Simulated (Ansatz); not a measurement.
# Convergence of O

```xyz
2
Lattice="2.7015 -1.7145 0.0000 2.7015 1.7145 0.0000 -1.9650 0.0000 3.7480" Properties=species:S:1:pos:R:3 pbc="T T T"
O     0.0451    0.0000    0.5734
O     3.3929    0.0000    3.1745
```

Atom numbers follow the list: O1, O2.

The geometry is COD entry 1528336, unchecked; take it as a test cell.

Solid oxygen carries moments on its molecules; these runs leave spin out.

These are results of Ansatz 0.2.0, DFT, PBE, PAW with Ansatz's default frozen-core files, scalar-relativistic, not measurements.

Sampling and basis: a Γ-centred 11×11×8 k mesh, Fermi–Dirac smearing of 0.01 eV, cutoff 420 eV, no spin polarisation. One setting is then changed at a time.

```csv
k mesh,free energy less the base's (meV/atom),P (GPa),force O2 z (eV/Å)
11×11×8 (base),0.0,7.37,-5.742
3×3×2,-12.2,7.11,-5.683
6×6×4,-1.0,7.37,-5.750
8×8×6,0.3,7.37,-5.740
15×15×11,0.0,7.37,-5.742
```
